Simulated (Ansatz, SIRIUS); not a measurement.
This is a calculation of Ga for SIRIUS 7.10.0. Atoms were shifted at random by some hundredths of an Å from the given cell, which wasn't relaxed again for these runs. This isn't the form of Ga at room conditions, which is orthorhombic.

sirius.json

```json
{
  "control": {
    "processing_unit": "cpu",
    "verbosity": 2,
    "num_bands_to_print": 21,
    "print_forces": true,
    "print_stress": true
  },
  "parameters": {
    "electronic_structure_method": "pseudopotential",
    "xc_functionals": ["XC_GGA_X_PBE_SOL", "XC_GGA_C_PBE_SOL"],
    "gk_cutoff": 9.0,
    "pw_cutoff": 18.0,
    "ngridk": [10, 8, 7],
    "shiftk": [0, 0, 0],
    "smearing": "fermi_dirac",
    "smearing_width": 0.0018374661,
    "num_bands": 21,
    "num_mag_dims": 0,
    "num_dft_iter": 100,
    "energy_tol": 1e-08,
    "density_tol": 1e-06
  },
  "iterative_solver": {
    "type": "davidson",
    "min_tolerance": 1e-09,
    "tolerance_scale": [0.1, 0.25]
  },
  "mixer": {
    "type": "anderson",
    "beta": 0.7,
    "max_history": 8
  },
  "settings": {
    "tol_ne": 1e-10,
    "pseudo_grid_cutoff": 6.5
  },
  "unit_cell": {
    "lattice_vectors": [
      [5.250456799073, 0.0, 0.0],
      [0.0, 6.201341861265, 0.0],
      [-2.538716843659, 0.0, 7.540523465648]
    ],
    "atom_coordinate_units": "lattice",
    "atom_types": ["Ga"],
    "atom_files": {
      "Ga": "Ga.json"
    },
    "atoms": {
      "Ga": [
        [0.131356, 0.747603, 0.767233],
        [0.85768, 0.25727, 0.22752]
      ]
    }
  }
}
```

Potentials or basis: PseudoDojo 0.4.1 PBEsol standard (scalar relativistic).

Command:

```bash
$ upf_to_json Ga.upf
$ OMP_NUM_THREADS=1 sirius.scf --input=sirius.json --output=out.json --task=0
```

Q: Translate it to Ansatz 0.2.0. Potentials or basis there: Ansatz PAW, cutoff 420 eV.

A: As run (cutoffs and basis follow the program's own potentials, and thresholds, step limits or extra output files can differ):

File input.yaml:

```yaml
crystal:
  lattice:
    - [2.7784220849, 0.0, 0.0]
    - [0.0, 3.28160879, 0.0]
    - [-1.3434310986, 0.0, 3.9902731763]
  atoms:
    - { symbol: Ga, position: [0.131356, 0.747603, 0.767233] }
    - { symbol: Ga, position: [0.85768, 0.25727, 0.22752] }
hamiltonian:
  xc: pbesol
  pseudopotentials: { kind: paw }
kpoints:
  mp_grid: { grid: [10, 8, 7] }
scf:
  occupations: { method: fermi_dirac, width: 0.05 }
output:
  forces: true
  stress: true
  eigenvalues: true
```

Potentials or basis: Ansatz PAW.

Command:

```sh
$ ansatz run input.yaml --threads 1 --pin off --max-ram 3584MiB --backend cpu --events-out ev --progress --plain --runs-dir out
```

Both were run:

|  | SIRIUS | Ansatz |
| --- | --- | --- |
| Pressure | -0.6 GPa | -0.7 GPa |
| Largest force | 0.085 eV/Å | 0.083 eV/Å |

Ansatz's pressure holds a Pulay term of +0.04 GPa for its cutoff of 420 eV, which the other run lacks.

Ansatz's potentials were made for PBE.

Where Ansatz's input types no cutoff or centring, it takes its own default and a Γ-centred mesh.

Pressure is positive in compression.
